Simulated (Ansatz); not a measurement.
Here is an Ansatz 0.2.0 calculation.

The input input.yaml:

```yaml
crystal:
  lattice:
    - [2.5307640267, 0.0, 0.0]
    - [-1.2653820134, 2.1917059381, 0.0]
    - [0.0, 0.0, 8.26181508]
  atoms:
    - { symbol: Cu, position: [0.6666666667, 0.3333333333, 0.75] }
    - { symbol: Cu, position: [0.0, 0.0, 0.5] }
    - { symbol: Cu, position: [0.3333333333, 0.6666666667, 0.25] }
    - { symbol: Cu, position: [0.0, 0.0, 0.0] }
hamiltonian:
  xc: pbesol
  pseudopotentials: { kind: paw }
kpoints:
  mp_grid: { grid: [12, 12, 4] }
scf:
  occupations: { method: fermi_dirac, width: 0.05 }
output:
  forces: true
  stress: true
  eigenvalues: true
relax:
  f_tol: 0.01
  max_steps: 40
  cell: { stress_tol: 0.05, p_target: 2.0 }
```

Potentials or basis: Ansatz PAW.

Launch:

```bash
$ ansatz run input.yaml --threads 2 --pin off --max-ram 5632MiB --backend cpu --events-out ev --progress --plain --runs-dir out
```

Task: What does it give for the space group after relaxing (to 0.05 Å)?

Result: P6_3/mmc (No. 194).

Task: What does it give for the relaxed cell?

Result: a = 2.513 Å, b = 2.513 Å, c = 8.184 Å, α = 90.00°, β = 90.00°, γ = 120.00°.

Task: Estimate the band gap on the k mesh.

Result: None (metal or under the smearing width).

Task: What does it give for the relaxed volume?

Result: 11.19 Å³/atom.

Final structure:
```cif
data_structure
_symmetry_space_group_name_H-M 'P 1'
_symmetry_Int_Tables_number 1
_cell_length_a 2.5133
_cell_length_b 2.5133
_cell_length_c 8.1841
_cell_angle_alpha 90.000
_cell_angle_beta 90.000
_cell_angle_gamma 120.000
_cell_volume 44.77
loop_
_atom_site_label
_atom_site_type_symbol
_atom_site_fract_x
_atom_site_fract_y
_atom_site_fract_z
_atom_site_occupancy
Cu1 Cu 0.66667 0.33333 0.75000 1
Cu2 Cu 0.00000 0.00000 0.50000 1
Cu3 Cu 0.33333 0.66667 0.25000 1
Cu4 Cu 0.00000 0.00000 0.00000 1
```

Caveat: the PAW data sets come from PBE, with cores solved anew for the run's functional, which leaves a small shift of forces and pressure.
